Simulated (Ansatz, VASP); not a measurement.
**Two plane-wave programs on Nb**

Contents of INCAR:

```
SYSTEM = Nb
ALGO     = Normal         ! electronic algorithm
EDIFF    = 1E-7           ! SCF threshold, eV
ENCUT    = 520            ! plane-wave cutoff, eV
GGA      = PE             ! functional
ISIF     = 2              ! what is computed and relaxed
ISMEAR   = -1             ! smearing method
LASPH    = .True.         ! aspherical terms in the spheres
LCHARG   = .True.         ! write CHGCAR
LELF     = .True.         ! ELF
LREAL    = .False.        ! projectors in reciprocal space
LVHAR    = .True.       
LWAVE    = .False.        ! write WAVECAR
NBANDS   = 12             ! bands
NELM     = 80             ! most SCF steps
PREC     = Accurate       ! precision mode
SIGMA    = 0.05           ! smearing width, eV
```

The input KPOINTS:

```
k-points
0
Gamma
  10 10 10
  0 0 0
```

The input POSCAR:

```
Nb
1.0
    2.7124460000     -0.0182670000     -0.0224950000
   -0.0182670000      2.7431890000     -0.0074260000
   -0.0224950000     -0.0074260000      2.7037730000
Nb
1
Direct
    0.5143210000      0.5027060000      0.5213490000
```

The input input.yaml:

```yaml
crystal:
  lattice:
    - [2.712446, -0.018267, -0.022495]
    - [-0.018267, 2.743189, -0.007426]
    - [-0.022495, -0.007426, 2.703773]
  atoms:
    - { symbol: Nb, position: [0.514321, 0.502706, 0.521349] }
hamiltonian:
  xc: pbe
  pseudopotentials: { kind: paw, azcp: { folder: soft_1 } }
kpoints:
  mp_grid: { grid: [10, 10, 10] }
scf:
  occupations: { method: fermi_dirac, width: 0.05 }
output:
  forces: true
  stress: true
  eigenvalues: true
```

Change from the starting cell: cell strained at random at fixed volume.

Alike in both runs: task single point; functional PBE; k mesh 10 × 10 × 10; occupations fermi-dirac, width 0.05 eV; no spin polarisation.

|  | VASP | Ansatz |
| --- | --- | --- |
| version | VASP 6.6.1 | Ansatz 0.2.0 |
| potentials or method | VASP PAW PBE potentials, release 64 (Nb_sv) | Ansatz PAW soft_1 |
| plane-wave cutoff (eV) | 520 | 420 |
| valence electrons in the cell | 13 | 13 |

|  | VASP | Ansatz | Ansatz less VASP |
| --- | --- | --- | --- |
| gap on the k mesh at the Fermi level (eV) | none | none | - |
| pressure (GPa) | 0.3 | 0.5 | +0.18 |
| largest component of the traceless stress (GPa) | 2.09 | 2.10 | +0.005 |

A gap of «none» marks a metal or a gap that the smearing closes.
